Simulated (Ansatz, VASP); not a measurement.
# TaN in VASP and in Ansatz

```
CELL_PARAMETERS angstrom
3.04800 0.00000 0.00000
-1.52400 2.63965 0.00000
0.00000 0.00000 4.91800
ATOMIC_POSITIONS crystal
Ta 0.00000 0.00000 0.00000
Ta 0.00000 0.00000 0.50000
N 0.33333 0.66667 0.25000
N 0.66667 0.33333 0.75000
```

Alike in both runs: task single point; functional r2SCAN; k mesh 7 × 7 × 4; occupations gaussian, width 0.05 eV; collinear spin, ferromagnetic start; Hubbard terms Ta d U = 6 eV.

|  | VASP | Ansatz |
| --- | --- | --- |
| version | VASP 6.6.1 | Ansatz 0.2.0 |
| potentials or method | VASP PAW PBE potentials, release 64 (Ta_pv, N) | Ansatz PAW |
| plane-wave cutoff (eV) | 520 | 500 |
| valence electrons in the cell | 32 | 36 |

|  | VASP | Ansatz | Ansatz less VASP |
| --- | --- | --- | --- |
| gap on the k mesh at the Fermi level (eV) | none | none | - |
| rms of the force components (eV/Å) | 0.000 | 0.208 | +0.2082 |
| net moment per atom (μB) | 0.00 | 0.41 | +0.405 |
| size of the moment on the site where the two differ most (μB) | 0.00 | 0.37 | +0.371 |

The net moments differ so much that the two runs ended in different magnetic states, which moves the other rows too. Site moments also hang on the region over which each program counts them. The programs project onto different local orbitals, so the same U acts differently. Atom by atom the forces differ by 0.208 eV/Å (rms over components). A gap of «none» marks a metal or a gap that the smearing closes. The two sets of potentials don't hold the same shells in valence.

Caveats: the PAW data sets were made with another functional, which shifts forces and pressure a little (VASP); the magnetic or orbital state may not be the lowest (Ansatz); the PAW data sets come from PBE, with cores solved anew for the run's functional, which leaves a small shift of forces and pressure (Ansatz). Spin-orbit coupling is left out, which matters for the levels of Ta. The state reached can hang on the start; a lower one may exist.
